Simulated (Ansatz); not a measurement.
The system is MnO2.

```
Mn O
1.0
     1.42843    0.82471    4.58393
    -1.42843    0.82471    4.58393
     0.00000   -1.64941    4.58393
Mn O
1 2
Cartesian
  0.0000 0.0000 0.0000
  0.0000 0.0000 10.1163
  0.0000 0.0000 3.6355
```

Measurements of this composition are mostly on another form, of space group No. 136.

Base run:

```yaml
Program: Ansatz 0.2.0
Functional: PBEsol
Potentials_or_basis: all-electron LAPW, inner shells corrected to Dirac's equation
Cutoff: 418 eV
Density_cutoff: 1671 eV
Basis_error_allowed: 0.002 eV/atom
k_mesh: 11 × 11 × 11
Occupations: fermi-dirac, width 0.05 eV
Spin: collinear spin, ferromagnetic start
Starting_moments: "[4.0, 0.0, 0.0] μB"
```

Its results: band gap on the k mesh 0.78 eV, indirect (least direct gap 0.85 eV); pressure -2.0 GPa; net moment 3.00 μB per cell; site moments Mn +2.72; O +0.05 μB; largest force 0.161 eV/Å.

Q: After a change of settings the same cell gave: band gap on the k mesh 0.75 eV, indirect (least direct gap 0.80 eV); pressure -0.8 GPa; net moment 3.00 μB per cell; site moments Mn +2.72; O +0.05 μB; largest force 0.068 eV/Å. Which change was it?
A. functional from PBEsol to LDA; potentials or basis from all-electron LAPW, inner shells corrected to Dirac's equation to all-electron LAPW, scalar-relativistic
B. potentials or basis from all-electron LAPW, inner shells corrected to Dirac's equation to all-electron LAPW, non-relativistic
C. potentials or basis from all-electron LAPW, inner shells corrected to Dirac's equation to all-electron LAPW, scalar-relativistic; basis error allowed from 0.002 eV/atom to 0.001 eV/atom
D. potentials or basis from all-electron LAPW, inner shells corrected to Dirac's equation to all-electron PAW datasets made for the crystal

A: B.

Caveats: a cell with one magnetic atom can't hold antiferromagnetic order, which such compounds often take.

Not every run made on this cell is shown here.
